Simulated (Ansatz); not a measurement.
The system is AlCu.

```
Al Cu
1.0
     0.00000    2.25677    2.25677
     2.25677    0.00000    2.25677
     2.25677    2.25677    0.00000
Al Cu
1 1
Direct
  0.75000 0.75000 0.75000
  0.00000 0.00000 0.00000
```

The cell was built by a generator and needn't be a form met in nature.

Base run:

- Program: Ansatz 0.2.0
- Functional: LDA
- Potentials or basis: Ansatz PAW
- Cutoff: 420 eV (not typed: the program's choice for these potentials)
- k mesh: 10 × 10 × 10
- Occupations: fermi-dirac, width 0.05 eV
- Spin: no spin polarisation

Its results: band gap on the k mesh none (metal or under the smearing width); pressure 102.2 GPa.

Task: The run is repeated on the same cell with these changes: hubbard terms from none to Cu d U = 3 eV; hubbard projectors from none to ortho-atomic (the default). What comes out?

Result: Band gap on the k mesh none (metal or under the smearing width); pressure 101.6 GPa.

Caveats: a pressure of tens of GPa on the cell as given is suspect, and the run, the potentials or the cell itself is likely at fault; the PAW data sets come from PBE, with cores solved anew for the run's functional, which leaves a small shift of forces and pressure; U without spin polarisation on a metal has little footing (some runs); the U is typed as a test and isn't derived for this compound (some runs).
